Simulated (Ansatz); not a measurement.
# G0W0 on several functionals: TiO2 (P2_1/c)

Aim: G0W0 for TiO2 (P2_1/c) on several starting functionals, at one mesh, band count and screening cutoff.

Program: Ansatz 0.2.0. Level of theory: G0W0 on several functionals, plane waves, PAW. Results are calculated unless marked as measured.

This is a report of a sequence of runs, with most program output left out.

In doubt: masses and optical values from hybrid runs of this build are listed as unsure (steps 4, 5, 6), which bears on the screening that GW takes from such a start.

## Step 1: Starting point

Symmetry: P2_1/c, No. 14, monoclinic system. The conventional cell has a = 4.813 Å, b = 4.872 Å, c = 5.041 Å, α = 90.00°, β = 99.86°, γ = 90.00°. Nearest to Ti lie 7 O at 1.88 to 2.20 Å. Nearest to O lie 4 Ti at 2.00 to 2.20 Å. Nearest to O lie 3 Ti at 1.88 to 2.03 Å. Farther neighbours and most contacts between anions are not listed.

As a file:

```cif
data_structure
_symmetry_space_group_name_H-M 'P 1'
_symmetry_Int_Tables_number 1
_cell_length_a 4.8127
_cell_length_b 4.8719
_cell_length_c 5.0410
_cell_angle_alpha 90.000
_cell_angle_beta 99.856
_cell_angle_gamma 90.000
_cell_volume 116.45
loop_
_atom_site_label
_atom_site_type_symbol
_atom_site_fract_x
_atom_site_fract_y
_atom_site_fract_z
_atom_site_occupancy
Ti1 Ti 0.27744 0.44719 0.71315 1
Ti2 Ti 0.72256 0.94719 0.78685 1
Ti3 Ti 0.72256 0.55281 0.28685 1
Ti4 Ti 0.27744 0.05281 0.21315 1
O5 O 0.44536 0.74237 0.96677 1
O6 O 0.55464 0.24237 0.53323 1
O7 O 0.55464 0.25763 0.03323 1
O8 O 0.44536 0.75763 0.46677 1
O9 O 0.06384 0.32303 0.35156 1
O10 O 0.93616 0.82303 0.14844 1
O11 O 0.93616 0.67697 0.64844 1
O12 O 0.06384 0.17697 0.85156 1
```

The cell and positions are those that the Materials Project relaxed with its own functionals (PBE, PBE+U or r2SCAN), kept fixed. This is not the form that TiO2 usually takes at ambient conditions.

## Step 2: G0W0 on LDA

Now the one-shot GW correction: screening in the RPA, then the self-energy of the levels asked for. This step takes PAW set soft_1 files.

This step: G0W0 on LDA, plane waves, PAW; PAW set soft_1.

input.yaml

```yaml
crystal:
  lattice:
    - [4.8126997814, 0.0, 0.0]
    - [0.0, 4.87188446, 0.0]
    - [-0.8628854487, 0.0, 4.9665942755]
  atoms:
    - { symbol: Ti, position: [0.27743526, 0.44719164, 0.71314827] }
    - { symbol: Ti, position: [0.72256474, 0.94719164, 0.78685173] }
    - { symbol: Ti, position: [0.72256474, 0.55280836, 0.28685173] }
    - { symbol: Ti, position: [0.27743526, 0.05280836, 0.21314827] }
    - { symbol: O, position: [0.44536099, 0.74236826, 0.96677186] }
    - { symbol: O, position: [0.55463901, 0.24236826, 0.53322814] }
    - { symbol: O, position: [0.55463901, 0.25763174, 0.03322814] }
    - { symbol: O, position: [0.44536099, 0.75763174, 0.46677186] }
    - { symbol: O, position: [0.06383822, 0.32303448, 0.35155674] }
    - { symbol: O, position: [0.93616178, 0.82303448, 0.14844326] }
    - { symbol: O, position: [0.93616178, 0.67696552, 0.64844326] }
    - { symbol: O, position: [0.06383822, 0.17696552, 0.85155674] }
kpoints:
  mp_grid: { grid: [2, 2, 2] }
hamiltonian:
  xc: lda
  pseudopotentials: { kind: paw, azcp: { folder: soft_1 }, xc_functional: pbe }
scf:
  occupations: { method: fixed }
gw:
  n_empty_bands: 264
  ecut_chi: 100
  qp_bands: [v4, c4]
  qp_kpoints: band_edges
  screening: { model: contour_deformation }
```

Run with:

```bash
$ ansatz run input.yaml --threads 2 --pin off --max-ram 92160MiB --backend cuda --events-out ev --progress --plain --runs-dir out --devices 1 --max-vram 13GiB
```

Wall time 9.8 s (1 × NVIDIA H100 80GB HBM3 (shared by 6 runs) with 2 threads of AMD EPYC 7R13 (Zen 3), shared host); peak memory 1.2 GiB.

Numbers from this step:

| Property | Result |
| --- | --- |
| bands summed | 312 |
| RPA ε∞ on this mesh (eigenvalues) | 7.188, 8.233, 8.264 |
| plane waves in the screening matrix | 261 |
| q-points in the mesh | 8 |
| G0W0 gap on the mesh | 3.637 eV |
| k of the valence top | 0, 0, 0 |
| k of the conduction bottom | -0.5, 0, 0 |
| starting gap on the mesh | 2.206 eV |
| Z at the valence top | 0.7253 |
| Z at the conduction bottom | 0.7237 |
| least direct G0W0 gap on the computed points | 3.738 eV |

The gap on the mesh goes from 2.21 eV to 3.64 eV, a correction of +1.43 eV. Between the two edge states, bare exchange in place of the xc potential would open the gap by 13.00 eV, and correlation takes back 11.57 eV.

## Step 3: G0W0 on r2SCAN

One-shot GW remembers its start. Another functional's orbitals and levels show by how much.

This step: G0W0 on r2SCAN, plane waves, PAW; PAW set soft_1.

Edit input.yaml of step 2 so:

```diff
@@ -21,4 +21,4 @@
 hamiltonian:
-  xc: lda
-  pseudopotentials: { kind: paw, azcp: { folder: soft_1 }, xc_functional: pbe }
+  xc: r2scan
+  pseudopotentials: { kind: paw, azcp: { folder: soft_1 } }
 scf:
```

It took 11 s on 1 × NVIDIA H100 80GB HBM3 (shared by 6 runs) with 2 threads; peak memory 1.4 GiB.

This step gave:

```yaml
bands_summed: 312
rpa_eps_infinity_on_this_mesh_eigenvalues: 6.266, 6.991, 7.004
plane_waves_in_the_screening_matrix: 261
q_points_in_the_mesh: 8
g0w0_gap_on_the_mesh: 3.570 eV
k_of_the_valence_top: 0, 0, 0
k_of_the_conduction_bottom: -0.5, 0, 0
starting_gap_on_the_mesh: 2.660 eV
z_at_the_valence_top: 0.7379
z_at_the_conduction_bottom: 0.7317
least_direct_g0w0_gap_on_the_computed_points: 3.661 eV
```

Against the run with 2×2×2 mesh, 264 empty bands, screening to 100 eV, PAW set soft_1 files on LDA, the gap moves by −0.07 eV, while the start moved by +0.45 eV.

## Step 4: G0W0 on HSE06

This step: G0W0 on HSE06, plane waves, PAW; PAW set soft_1.

Edit input.yaml of step 3 so:

```diff
@@ -21,3 +21,3 @@
 hamiltonian:
-  xc: r2scan
+  xc: hse06
   pseudopotentials: { kind: paw, azcp: { folder: soft_1 } }
```

Run time: 30 s. Hardware: 1 × NVIDIA H100 80GB HBM3 (shared by 6 runs) with 2 threads; peak memory 1.5 GiB; 36 s of CPU time.

This step gave:

* bands summed: 312
* RPA ε∞ on this mesh (eigenvalues): 5.092, 5.513, 5.513
* plane waves in the screening matrix: 261
* G0W0 gap on the mesh: 3.934 eV
* k of the valence top: 0, 0, 0
* k of the conduction bottom: -0.5, 0, 0
* starting gap on the mesh: 3.809 eV
* least direct G0W0 gap on the computed points: 4.022 eV

Against the run with 2×2×2 mesh, 264 empty bands, screening to 100 eV, PAW set soft_1 files on r2SCAN, the gap moves by +0.36 eV, while the start moved by +1.15 eV.

## Step 5: G0W0 on PBE0

This step: G0W0 on PBE0, plane waves, PAW; PAW set soft_1.

Edit input.yaml of step 4 so:

```diff
@@ -21,3 +21,3 @@
 hamiltonian:
-  xc: hse06
+  xc: pbe0
   pseudopotentials: { kind: paw, azcp: { folder: soft_1 } }
```

It took 32 s on 1 × NVIDIA H100 80GB HBM3 (shared by 6 runs) with 2 threads; peak memory 1.5 GiB.

Numbers from this step:

* bands summed: 312
* RPA ε∞ on this mesh (eigenvalues): 4.728, 5.084, 5.086
* plane waves in the screening matrix: 261
* G0W0 gap on the mesh: 4.200 eV
* k of the valence top: 0, 0, 0
* k of the conduction bottom: -0.5, 0, 0
* starting gap on the mesh: 4.572 eV
* least direct G0W0 gap on the computed points: 4.298 eV

Against the run with 2×2×2 mesh, 264 empty bands, screening to 100 eV, PAW set soft_1 files on HSE06, the gap moves by +0.27 eV, while the start moved by +0.76 eV.

## Step 6: G0W0 on Hartree-Fock

This step: G0W0 on Hartree-Fock, plane waves, PAW; PAW set soft_1.

Edit input.yaml of step 5 so:

```diff
@@ -21,3 +21,3 @@
 hamiltonian:
-  xc: pbe0
+  xc: hf
   pseudopotentials: { kind: paw, azcp: { folder: soft_1 } }
```

Elapsed: 48 s, on 1 × NVIDIA H100 80GB HBM3 (shared by 6 runs) with 2 threads; peak memory 1.5 GiB.

Numbers from this step:

```yaml
bands_summed: 312
rpa_eps_infinity_on_this_mesh_eigenvalues: 2.514, 2.581, 2.590
plane_waves_in_the_screening_matrix: 261
g0w0_gap_on_the_mesh: 5.229 eV
k_of_the_valence_top: 0, 0, 0
k_of_the_conduction_bottom: -0.5, 0, 0
starting_gap_on_the_mesh: 12.77 eV
least_direct_g0w0_gap_on_the_computed_points: 5.325 eV
```

Against the run with 2×2×2 mesh, 264 empty bands, screening to 100 eV, PAW set soft_1 files on PBE0, the gap moves by +1.03 eV, while the start moved by +8.20 eV.

## Step 7: The starts together

All on the 2×2×2 mesh with 264 empty bands and screening to 100 eV. Times are wall times on 1 × NVIDIA H100 80GB HBM3 (shared by 6 runs) with 2 threads of AMD EPYC 7R13 (Zen 3), shared host, good to a factor of about two.

| start | starting gap (eV) | shift (eV) | G0W0 gap (eV) | RPA ε∞ (harmonic mean) | Z (valence, conduction) | time |
| --- | --- | --- | --- | --- | --- | --- |
| LDA | 2.21 | +1.43 | 3.64 | 7.86 | 0.73, 0.72 | 9.8 s |
| r2SCAN | 2.66 | +0.91 | 3.57 | 6.74 | 0.74, 0.73 | 11 s |
| HSE06 | 3.81 | +0.12 | 3.93 | 5.37 | 0.77, 0.77 | 30 s |
| PBE0 | 4.57 | −0.37 | 4.20 | 4.96 | 0.78, 0.78 | 32 s |
| Hartree-Fock | 12.77 | −7.55 | 5.23 | 2.56 | 0.87, 0.88 | 48 s |

How the two edges are built up, in eV (the quasiparticle level is the starting level plus Σx plus Σc less Vxc):

| run | edge | start | Σx | Σc | Vxc | Z | QP |
| --- | --- | --- | --- | --- | --- | --- | --- |
| LDA | valence top | 9.80 | -26.48 | 4.69 | -21.91 | 0.73 | 9.92 |
| LDA | conduction bottom | 12.01 | -13.23 | -6.88 | -21.66 | 0.72 | 13.56 |
| r2SCAN | valence top | 9.85 | -26.63 | 4.67 | -22.22 | 0.74 | 10.11 |
| r2SCAN | conduction bottom | 12.51 | -13.10 | -6.74 | -21.01 | 0.73 | 13.68 |
| HSE06 | valence top | 9.24 | -26.67 | 4.44 | -22.82 | 0.77 | 9.83 |
| HSE06 | conduction bottom | 13.05 | -12.60 | -6.26 | -19.58 | 0.77 | 13.77 |
| PBE0 | valence top | 8.85 | -26.68 | 4.32 | -23.23 | 0.78 | 9.71 |
| PBE0 | conduction bottom | 13.42 | -12.59 | -6.09 | -19.18 | 0.78 | 13.91 |

For a hybrid start, Vxc holds its share of exact exchange.

## Step 8: Results

| Quantity | Value |
| --- | --- |
| G0W0@LDA | 3.64 eV (start 2.21 eV) |
| G0W0@r2SCAN | 3.57 eV (start 2.66 eV) |
| G0W0@HSE06 | 3.93 eV (start 3.81 eV) |
| G0W0@PBE0 | 4.20 eV (start 4.57 eV) |
| G0W0@Hartree-Fock | 5.23 eV (start 12.77 eV) |
| known limits | not at the basis limit; coarse k mesh |

**Reading.** The starting gaps span 10.57 eV and the G0W0 gaps 1.66 eV. Between LDA and Hartree-Fock, 1.59 eV of the 10.57 eV survives, 15 %. The order is not kept throughout: r2SCAN starts 0.45 eV above LDA and ends 0.07 eV below it, so orbitals matter beside the gap. Hartree-Fock screens less than LDA (ε∞ 2.56 against 7.86). Of the 1.59 eV by which its G0W0 gap is higher, the correlation part gives +3.91 eV, and exchange with the one-particle terms, which follow the orbitals, −2.32 eV. On PBE0 and Hartree-Fock the correction is negative: that start lies above its own G0W0 value. The smallest correction, +0.12 eV, is on HSE06, the start nearest to reproducing itself. Bands and cutoff are finite, so the gap is not at the basis limit. The miss can reach some tenths of an eV and take either sign; the mesh is an error of its own. The 2×2×2 mesh is coarse for this cell (its supercell is 10 Å along the shortest edge). The RPA ε∞ on it, from the LDA start, is 7.19, 8.23 and 8.26; such meshes misread the long-range screening, most where the gap is narrow. The program warns that the mesh is coarse for exact exchange, which bears on the hybrid start's gap.

[Paths, hosts, dates, memory and timing lines, banners, echoed tables and standing remarks are left out of the program output.]

[Logs are printed without paths, hosts, clocks, repeated set-up lines and the standing remarks that a program may print on its own settings, such as how far it seeks lower states.]

[Runs of the session that timed out or met a known fault of the program may be left out.]

[Cells called generated may have been cut or substituted from an entry of the Crystallography Open Database or the Materials Project.]

[Hosts, paths, dates, database ids (printed as entryN), source tags and the programs' standing remarks are cut or masked in the printed files.]
